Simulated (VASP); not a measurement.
Wanted: the native input for a VASP 6.6.1 run.

```
Task                   : single point
Functional             : PBE
Potentials or basis    : VASP PAW PBE potentials, release 64 (Cs_sv)
Cutoff                 : 520 eV
k mesh                 : 6 × 6 × 1
Occupations            : fermi-dirac, width 0.05 eV
Spin                   : no spin polarisation
Dipole correction      : yes
Further INCAR settings : ALGO = Normal; EDIFF = 1e-07; NBANDS = 20
```

The structure of Cs lies in POSCAR:

```
Cs
1.0
    5.2351235659      0.0000000000      0.0000000000
   -1.7450411886      4.9357218317      0.0000000000
    0.0000000000      0.0000000000     23.5489209845
Cs
3
Direct
    0.5000000000      0.5000000000      0.3184859300
    0.0000000000      0.0000000000      0.5000000000
    0.5000000000      0.5000000000      0.6815140700
```

The slab is cut from a database's or a generator's crystal, which needn't be the stable form of the element.

The cell isn't the ideal one: the (1 1 0) slab of Cs, cut from the database cell, not relaxed.

One way to write it, as run:

INCAR

```
PREC     = Accurate       # precision mode
ENCUT    = 520            # plane-wave cutoff, eV
EDIFF    = 1E-7           # SCF threshold, eV
ISMEAR   = -1             # smearing method
SIGMA    = 0.05           # smearing width, eV
LREAL    = False          # projectors in reciprocal space
LASPH    = True           # aspherical terms in the spheres
NELM     = 60             # most SCF steps
ALGO     = Normal         # electronic algorithm
ISIF     = 2              # what is computed and relaxed
LWAVE    = False          # write WAVECAR
LCHARG   = False          # write CHGCAR
LDIPOL   = True         
IDIPOL   = 3            
DIPOL    = 0.5 0.5 0.500
GGA      = PE             # functional
NBANDS   = 20             # bands
```

KPOINTS

```
Automatic mesh
0
Gamma
  6 6 1
```

Potentials or basis: VASP PAW PBE potentials, release 64 (Cs_sv).

Command:

```console
$ cat potpaw_PBE.64/Cs_sv/POTCAR > POTCAR
$ mpirun -np 1 vasp_std > vasp.out
```

It gave:

| Item | Value |
| --- | --- |
| Largest force | 0.023 eV/Å |
| Band gap on the k mesh | none (metal or under the smearing width) |

Wall time 120 s on 1 thread of AMD EPYC 9R45 96-Core Processor (Zen 5), with other jobs on the host, peak memory 0.59 GiB.
